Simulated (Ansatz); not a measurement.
**AgCl (Fm-3m):V_Cl, thermodynamic levels from a 54-atom cell**

Charge states of V_Cl in AgCl (Fm-3m), set against the band edges. Model: a cell of 54 host atoms with 1 Cl taken out.

Method: place-levels on r2SCAN runs: charge-transition levels and formation energies with image-charge correction and potential alignment at the atomic sites; PAW set soft_1, in Ansatz 0.2.0.

## Step 1: The starting structure

The cell holds 53 atoms: 27 Ag and 26 Cl. Its edges and angles: a = 11.763 Å, b = 11.763 Å, c = 11.763 Å, α = 60.0°, β = 60.0°, γ = 60.0°. It derives from AgCl (space group Fm-3m). Nearest the centre at fractional (0.500, 0.500, 0.500): Ag46 at 2.77 Å, Ag50 at 2.77 Å, Ag34 at 2.77 Å, Ag28 at 2.77 Å, Ag44 at 2.77 Å, Ag32 at 2.77 Å, Cl10 at 3.92 Å, Cl22 at 3.92 Å.

As a file:

```xyz
53
Lattice="0.0000 8.3180 8.3180 8.3180 0.0000 8.3180 8.3180 8.3180 0.0000" Properties=species:S:1:pos:R:3 pbc="T T T"
Ag    0.0000    0.0000    0.0000
Cl    2.7727    2.7727    2.7727
Ag    2.7727    2.7727    0.0000
Cl    5.5453    5.5453    2.7727
Ag    5.5453    5.5453    0.0000
Cl    8.3180    8.3180    2.7727
Ag    2.7727    0.0000    2.7727
Cl    5.5453    2.7727    5.5453
Ag    5.5453    2.7727    2.7727
Cl    8.3180    5.5453    5.5453
Ag    8.3180    5.5453    2.7727
Cl   11.0907    8.3180    5.5453
Ag    5.5453    0.0000    5.5453
Cl    8.3180    2.7727    8.3180
Ag    8.3180    2.7727    5.5453
Cl   11.0907    5.5453    8.3180
Ag   11.0907    5.5453    5.5453
Cl   13.8633    8.3180    8.3180
Ag    0.0000    2.7727    2.7727
Cl    2.7727    5.5453    5.5453
Ag    2.7727    5.5453    2.7727
Cl    5.5453    8.3180    5.5453
Ag    5.5453    8.3180    2.7727
Cl    8.3180   11.0907    5.5453
Ag    2.7727    2.7727    5.5453
Cl    5.5453    5.5453    8.3180
Ag    5.5453    5.5453    5.5453
Ag    8.3180    8.3180    5.5453
Cl   11.0907   11.0907    8.3180
Ag    5.5453    2.7727    8.3180
Cl    8.3180    5.5453   11.0907
Ag    8.3180    5.5453    8.3180
Cl   11.0907    8.3180   11.0907
Ag   11.0907    8.3180    8.3180
Cl   13.8633   11.0907   11.0907
Ag    0.0000    5.5453    5.5453
Cl    2.7727    8.3180    8.3180
Ag    2.7727    8.3180    5.5453
Cl    5.5453   11.0907    8.3180
Ag    5.5453   11.0907    5.5453
Cl    8.3180   13.8633    8.3180
Ag    2.7727    5.5453    8.3180
Cl    5.5453    8.3180   11.0907
Ag    5.5453    8.3180    8.3180
Cl    8.3180   11.0907   11.0907
Ag    8.3180   11.0907    8.3180
Cl   11.0907   13.8633   11.0907
Ag    5.5453    5.5453   11.0907
Cl    8.3180    8.3180   13.8633
Ag    8.3180    8.3180   11.0907
Cl   11.0907   11.0907   13.8633
Ag   11.0907   11.0907   11.0907
Cl   13.8633   13.8633   13.8633
```

The host's dielectric constants go in as inputs: 5.33 for the electrons alone, 16.41 with the ions, computed on the host (DFPT, PBEsol, on the r2SCAN cell), and a cell off the functional's own equilibrium shifts the ionic part.

The cell's shortest repeat is 11.8 Å.

## Step 2: What was run first

A transition level is the Fermi level at which two charge states cost the same, so each charge needs its own total energy, at its own relaxed structure.

Random displacements of about 0.05 Å break the site symmetry at the start, so that the relaxation can reach a distorted minimum if there is one. Forces are taken at one point at (¼, ¼, ¼). The cell holds 1 electron more than the neutral one, with a uniform background that keeps it neutral on the whole.

The sampling was tested on the host first: at the k-points planned (1x1x1 shifted 0.25 0.25 0.25) its energy lies 0.012 eV an atom from the dense-mesh value, under the bound of 0.02 eV set for this test; that bounds the host's error, not the defect's.

One of the inputs; charge, spin and start change from state to state.

The input, qm1.relax/input.yaml:

```yaml
crystal:
  lattice:
    - [0.0, 2.772663, 2.772663]
    - [2.772663, 0.0, 2.772663]
    - [2.772663, 2.772663, 0.0]
  atoms:
    - { symbol: Ag, position: [0.0, 0.0, 0.0] }
    - { symbol: Cl, position: [0.5, 0.5, 0.5] }
  supercell: [3, 3, 3]
  defects: [{ vacancy: 27 }]
total_charge: -1
basis:
  ecutwfc: 500
  xc_grid: 2
hamiltonian:
  xc: r2scan
  pseudopotentials: { kind: paw, azcp: { folder: soft_1 } }
kpoints:
  mp_grid: { grid: [1, 1, 1], shift: [0.25, 0.25, 0.25] }
scf:
  occupations: { method: fixed }
  max_iter: 60
output:
  forces: true
  charged_corrections: { epsilon: 5.33, static_epsilon: 16.41 }
relax:
  f_tol: 0.02
  max_steps: 80
  random_displacement: { amplitude: 0.05, seed: 5565 }
checkpoint:
  write: "../qm1.relax.run"
  compress: false
  write_wavefunctions: true
  write_every: 100000
```

Started as:

```sh
> ansatz run input.yaml --threads 4 --pin off --max-ram 15073MiB --backend cpu --events-out ev --progress --plain --runs-dir out
```

Defect states can disperse in a cell of this size, so the energy is taken again at a 2×2×2 shifted mesh, on the relaxed structure.

The run of this state that the levels use, under r2SCAN:

The input, qm1.point/input.yaml:

```yaml
crystal:
  checkpoint: "../qm1.relax.run"
  host: checkpoint
total_charge: -1
basis:
  ecutwfc: 500
  xc_grid: 2
hamiltonian:
  xc: r2scan
  pseudopotentials: { kind: paw, azcp: { folder: soft_1 } }
kpoints:
  mp_grid: { grid: [2, 2, 2], shift: [0.5, 0.5, 0.5] }
scf:
  occupations: { method: fermi_dirac, width: 0.01 }
  max_iter: 60
output:
  forces: true
  eigenvalues: true
  charged_corrections:
    epsilon: 5.33
    static_epsilon: 16.41
    defect_position: [0.5, 0.5, 0.5]
  eigenstates: { localisation: true }
  populations: true
  band_densities: [{ bands: [v1, v1] }, { bands: [c1, c1] }]
  write_density: true
  write_potential: true
  volumetric_format: npy
  elf: true
checkpoint:
  read: "../qm1.relax.run"
  write: "../qm1.point.run"
  compress: false
  write_wavefunctions: false
  write_every: 100000
```

Relaxations under r2SCAN at one point at (¼, ¼, ¼); times on 4 threads of Arm Neoverse V2, shared host:

```csv
charge,moment (μB),occupations,outcome,steps,largest displacement against the far atoms (Å),time
−1,0,fixed,converged,8,0.78,4.9 min
0,1,fixed,converged,8,0.72,11 min
+1,0,fixed,converged,3,0.13,2.4 min
```

Single points under r2SCAN at a 2×2×2 shifted mesh; times on 4 threads of Arm Neoverse V2, shared host:

```csv
charge,moment (μB),occupations,outcome,time
−1,0,fermi-dirac,converged,3.4 min
0,1,fermi-dirac,converged,9.2 min
+1,0,fermi-dirac,converged,3.7 min
```

Distances (Å) from the ideal centre to the nearest atoms after relaxation with r2SCAN:

```csv
charge,moment (μB),1.,2.,3.,4.,5.,6.
−1,0,Ag 1.99,Ag 1.99,Ag 1.99,Ag 2.00,Ag 2.00,Ag 2.00
0,1,Ag 2.05,Ag 2.06,Ag 2.07,Ag 2.08,Ag 2.09,Ag 2.09
+1,0,Ag 2.80,Ag 2.81,Ag 2.81,Ag 2.81,Ag 2.81,Ag 2.81
```

## Step 3: Levels against the band edges, r2SCAN

A charged cell interacts with its images and the background, and its potential has another zero than the host's. place-levels removes the first by a point-charge model, screened by the static dielectric constant since the ions have relaxed around the charge, and the second by comparing potentials at atoms far from the defect.

The host is a run of the defect-free crystal in the same cutoffs, grids and k-points, so that basis and sampling errors cancel in part in the differences. The host is run in a cell of 2 atoms on a matching mesh. Its band edges are searched through the zone by a band path, so the gap is smaller than, or equal to, that on the mesh. Chemical potentials are energies per atom of Cl (Cl2 molecule), run with the same functional and cutoff.

The input, levels.point.yaml:

```yaml
host:
  run: host.point.run
states: [qm1.point.run, q0_M1.point.run, qp1.point.run]
geometry_from:
  qm1.point.run: qm1.relax.run
  q0_M1.point.run: q0_M1.relax.run
  qp1.point.run: qp1.relax.run
chemical_potentials:
  Cl:
    energy: -1083.515636
    dataset: "<sha256 of the dataset>"
epsilon: 5.33
static_epsilon: 16.41
vertical:
  - { from: qm1.point.run, to: qm1.point_neutral.run }
  - { from: qp1.point.run, to: qp1.point_neutral.run }
```

Started as:

```sh
> ansatz place-levels levels.point.yaml -- --threads 4 --pin off --max-ram 15073MiB
```

Numbers of over 12 decimals in the logs are rounded to 6 here.

What it wrote:

```text
[... repeated set-up lines and file paths are left out, and long positions are rounded to six places ...]
(+1/0) 0.542 eV above the valence edge, 0.930 eV under the conduction edge; not on the lower envelope
(0/-1) 0.128 eV above the valence edge, 1.344 eV under the conduction edge; not on the lower envelope
(+1/-1) 0.335 eV above the valence edge, 1.137 eV under the conduction edge: charges between them are lowest nowhere
formation energy of charge +1: +1.783 eV with the Fermi level at the valence edge
formation energy of charge 0: +2.325 eV with the Fermi level at the valence edge
formation energy of charge -1: +2.453 eV with the Fermi level at the valence edge
vertical -1 to 0: no energy, since no alignment is typed
  the change from vertical[0].from (qm1.point.run) to vertical[0].to (qm1.point_neutral.run): by its potential at epsilon 5.33 it stands at 0.500 0.500 0.500, with an rms radius of about 4.0 Å (2.3 2.3 2.3 Å across the planes of the cell's vectors); [...]
vertical +1 to 0: no energy, since no alignment is typed
  the change from vertical[1].from (qp1.point.run) to vertical[1].to (qp1.point_neutral.run): by its potential at epsilon 5.33 it stands at 0.499 0.500 0.500, with an rms radius of about 3.8 Å (2.2 2.2 2.2 Å across the planes of the cell's vectors); [...]
  edges by r2scan, gap 1.472 eV; the host is sampled to repeats of 23.53 Å
  the defect's cells are sampled to repeats of 23.53 Å, like sampling
  charge +1: -233520.1347 eV with its correction of -0.074 eV, at epsilon 16.41, aligned at sites: -0.1952 eV, mean over 21 atomic sites at or beyond 5.88 Å from the defect at [0.5000, 0.5000, 0.5000], with +0.000000 for the charge's moments and without [...]
  charge 0: +0.000 eV for its dipole among its images, +0.000 omitted
  charge -1: -233503.9725 eV with its correction of +0.244 eV, at epsilon 16.41, aligned at sites: -0.1235 eV, mean over 21 atomic sites at or beyond 5.88 Å from the defect at [0.5000, 0.5000, 0.5000], with -0.000000 for the charge's moments and without [...]
  of states[2] (qp1.point.run): it parts from the run at its places by a charge that spreads by about 2.2 Å along one vector (1.7 Å or more is wide), by its potential at epsilon 5.33, taken for that of held ions (one typed too small widens it), where the cell [...]
  of states[1] (q0_M1.point.run): its alignment with the host at atomic sites is doubtful: the cell is too small to show whether the defect's potential has decayed: take a larger one; [...]
  of states[0] (qm1.point.run): it parts from the run at its places by a charge that spreads by about 2.3 Å along one vector (1.7 Å or more is wide), by its potential at epsilon 5.33, taken for that of held ions (one typed too small widens it), where the cell [...]
  of vertical[0].from (qm1.point.run): it parts from the run at its places by a charge that spreads by about 2.3 Å along one vector (1.7 Å or more is wide), by its potential at epsilon 5.33, taken for that of held ions (one typed too small widens it), where [...]
  vertical[0].to (qm1.point_neutral.run): levels filled in part (TS 0.006 eV): its energy is of no whole electron's
  of vertical[0].to (qm1.point_neutral.run): stability_check_not_made
  of vertical[1].from (qp1.point.run): it parts from the run at its places by a charge that spreads by about 2.2 Å along one vector (1.7 Å or more is wide), by its potential at epsilon 5.33, taken for that of held ions (one typed too small widens it), where [...]
  of vertical[1].to (qp1.point_neutral.run): its moments are held at its close (magnetization.spin_locking), by a field of 0.284 eV a Bohr magneton, and its energy and levels are of the state that this holds: a run that lets them go can end lower; [...]
```

Wall time 0.25 s (4 threads of Arm Neoverse V2, shared host).

Levels between the charges placed, in eV above the valence top:

```csv
,gap (eV),(+1/0),(0/−1)
r2SCAN,1.47,0.54,0.13
```

Corrections by state:

```csv
charge,moment (μB),image terms and alignment (eV),band filling (eV),ε used,"over the lowest of its charge, as the program ranks them, band filling apart (eV)"
+1,0.0,-0.074,-,16.41,0.000
0,1.0,0.000,-,-,0.000
−1,0.0,0.244,-,16.41,0.000
```

The charged structures listed were also run neutral, and place-levels reads from each pair, by the potential or the spins, how wide the charge is by which they differ; that can be the carrier of either run.

```csv
charge,rms radius (Å),spread where it is widest against the cell (Å),wide from (Å),reading
+1,3.8,2.18,1.66,wide
−1,4.0,2.28,1.66,wide
```

The neutral runs of these pairs need not share the spin of the lowest neutral state, and very wide values only mean spread over the cell.

From the program's caveats on the states, each cut to its opening words:

- charge +1: it parts from the run at its places by a charge that spreads by about 2.2 Å along one vector (1.7 Å or more is wide), by its potential at epsilon 5.33, taken [...]
- charge +1, 0 (1 μB), −1: its alignment with the host at atomic sites is doubtful: the cell is too small to show whether the defect's potential has decayed: take a larger one
- charge 0 (1 μB): its moments are held at its close (magnetization.spin_locking), by a field of 0.019 eV a Bohr magneton, and its energy and levels are of the state that this [...]
- charge 0 (1 μB): flagged: stability check not made
- charge −1: it parts from the run at its places by a charge that spreads by about 2.3 Å along one vector (1.7 Å or more is wide), by its potential at epsilon 5.33, taken [...]

The host's formation energy from the elements is -0.640 eV per atom; it sets how far the chemical potentials can move.

Limit set by the element alone; other compounds of these elements are not counted. Chemical potentials from the elements' reference states: Ag 0.00 eV, Cl -1.28 eV. Formation energies (Ag-rich), with the Fermi level at the valence top and at the conduction bottom (gap 1.47 eV):

```csv
charge,at valence top (eV),at conduction bottom (eV),correction included (eV)
+1,0.50,1.97,-0.07
0,1.04,1.04,0.00
−1,1.17,-0.30,0.24
```

```json
{"Fermi level (eV)": "0.00", "lowest formation energy (eV)": "0.50"}
{"Fermi level (eV)": "0.13", "lowest formation energy (eV)": "0.64"}
{"Fermi level (eV)": "0.27", "lowest formation energy (eV)": "0.77"}
{"Fermi level (eV)": "0.40", "lowest formation energy (eV)": "0.77"}
{"Fermi level (eV)": "0.53", "lowest formation energy (eV)": "0.64"}
{"Fermi level (eV)": "0.67", "lowest formation energy (eV)": "0.50"}
{"Fermi level (eV)": "0.80", "lowest formation energy (eV)": "0.37"}
{"Fermi level (eV)": "0.94", "lowest formation energy (eV)": "0.24"}
{"Fermi level (eV)": "1.07", "lowest formation energy (eV)": "0.10"}
{"Fermi level (eV)": "1.20", "lowest formation energy (eV)": "-0.03"}
{"Fermi level (eV)": "1.34", "lowest formation energy (eV)": "-0.17"}
{"Fermi level (eV)": "1.47", "lowest formation energy (eV)": "-0.30"}
```

Limit set by the element alone; other compounds of these elements are not counted. Chemical potentials from the elements' reference states: Cl 0.00 eV, Ag -1.28 eV. Formation energies (Cl-rich), with the Fermi level at the valence top and at the conduction bottom (gap 1.47 eV):

```csv
charge,at valence top (eV),at conduction bottom (eV),correction included (eV)
+1,1.78,3.25,-0.07
0,2.33,2.33,0.00
−1,2.45,0.98,0.24
```

(Fermi level (eV), lowest formation energy (eV)): (0.00, 1.78), (0.13, 1.92), (0.27, 2.05), (0.40, 2.05), (0.53, 1.92), (0.67, 1.78), (0.80, 1.65), (0.94, 1.52), (1.07, 1.38), (1.20, 1.25), (1.34, 1.11), (1.47, 0.98)

## Step 4: Effect of the sampling

The relaxations' own energies give the levels at their sampling, for comparison.

The input, levels.relax_mesh.yaml:

```yaml
host:
  run: host.relax.run
states: [qm1.relax.run, q0_M1.relax.run, qp1.relax.run]
chemical_potentials:
  Cl:
    energy: -1083.515636
    dataset: "<sha256 of the dataset>"
```

Started as:

```sh
> ansatz place-levels levels.relax_mesh.yaml -- --threads 4 --pin off --max-ram 15073MiB
```

What it wrote:

```text
[...]
(0/-1) 0.051 eV beneath the valence edge, in the valence band; not on the lower envelope
[...]
formation energy of charge +1: +1.754 eV with the Fermi level at the valence edge
formation energy of charge 0: +2.159 eV with the Fermi level at the valence edge
formation energy of charge -1: +2.108 eV with the Fermi level at the valence edge
  edges by r2scan, gap 1.467 eV; the host is sampled to repeats of 11.76 Å
[... the lines on each state left out ...]
```

It took 0.08 s on 4 threads.

Levels between neighbouring charges, in eV above the valence top:

```csv
,gap (eV),(+1/0),(0/−1)
"one point at (¼, ¼, ¼)",1.47,0.40,-0.05
a 2×2×2 shifted mesh,1.47,0.54,0.13
```

Going from one point at (¼, ¼, ¼) to a 2×2×2 shifted mesh moves the levels that carry no band-filling term by up to 0.18 eV and formation energies against the elements by up to 0.35 eV.

## Step 5: What a wrong or other choice does

In this try the input is made faulty on purpose, to show what that does.

A choice is tested by changing it alone.

levels.try0.yaml is levels.point.yaml with these lines changed:

```diff
-epsilon: 5.33
-static_epsilon: 16.41
+epsilon: 1.0001
+static_epsilon: 1.0001
```

Started as:

```sh
> ansatz place-levels levels.try0.yaml -- --threads 4 --pin off --max-ram 15073MiB
```

What it wrote:

```text
(+1/0) 0.706 eV beneath the valence edge, in the valence band
(0/-1) 1.375 eV above the valence edge, 0.097 eV under the conduction edge
formation energy of charge +1: +3.031 eV with the Fermi level at the valence edge
formation energy of charge 0: +2.325 eV with the Fermi level at the valence edge
formation energy of charge -1: +3.700 eV with the Fermi level at the valence edge
vertical -1 to 0: no energy, since no alignment is typed
vertical +1 to 0: no energy, since no alignment is typed
  edges by r2scan, gap 1.472 eV; the host is sampled to repeats of 23.53 Å
[... the lines on each state left out ...]
```

The change: no screening of the image charge.

Levels in eV above the valence top; the changed ones are not the defect's:

```csv
,gap (eV),(+1/0),(0/−1)
changed,1.47,-0.71,1.37
as set up,1.47,0.54,0.13
```

The largest shift is 1.25 eV.

## Step 6: Outcome

```json
{
  "gap of the host": "1.47 eV (r2SCAN)",
  "level (plus 1/0)": "0.54 eV above the valence top, not a change between lowest states",
  "level (0/minus 1)": "0.13 eV above the valence top, not a change between lowest states",
  "level (plus 1/minus 1)": "0.33 eV above the valence top",
  "lowest of the charges placed, just above the valence top (0.02 eV)": "+1",
  "lowest of the charges placed, just below the conduction bottom (0.02 eV)": "−1",
  "lowest formation energy at mid-gap of the charges run, Ag-rich": "0.44 eV",
  "lowest formation energy at mid-gap of the charges run, Cl-rich": "1.72 eV"
}
```

What this shows: Of the charges placed (−1, 0 and +1), the lowest changes at 0.33 eV (+1/−1) above the valence top, in a gap of 1.47 eV. (+1/−1) passes over charge 0, which lies 0.21 eV above the two there; a lower structure or spin state of it, if missed, would change that. Charges above +1 and below −1 were not placed, so these runs say nothing of levels that involve them. States placed: +1 at 0 μB; 0 at 1 μB; −1 at 0 μB. Other spin states or structures, where not listed, weren't placed. Going from one point at (¼, ¼, ¼) to a 2×2×2 shifted mesh moves the levels that carry no band-filling term by up to 0.18 eV and formation energies against the elements by up to 0.35 eV. The program doubts the alignment of potentials for at least one state, a sign that the cell is small. What this leaves open: r2SCAN makes the gap too small and tends to spread out bound carriers; where a gas molecule sets a chemical potential or the host's formation energy, its binding is uncorrected; spin–orbit coupling, which can matter with heavy atoms, is left out.

[Logs are printed without paths, hosts, clocks, repeated set-up lines and the standing remarks that a program may print on its own settings, such as how far it seeks lower states.]

[Hosts, paths, dates, database ids (printed as entryN), source tags and the programs' standing remarks are cut or masked in the printed files.]

[Where a table of states has a column of steps, it counts the stored structures, which are thinned; the runs took as many ionic steps or more.]

[A defect's name tells the site on which it was built; relaxed atoms can leave that site.]

[For some hosts the program warned that the k-mesh of the response run may be too coarse for force constants and the static dielectric constant; such warnings are not shown here.]
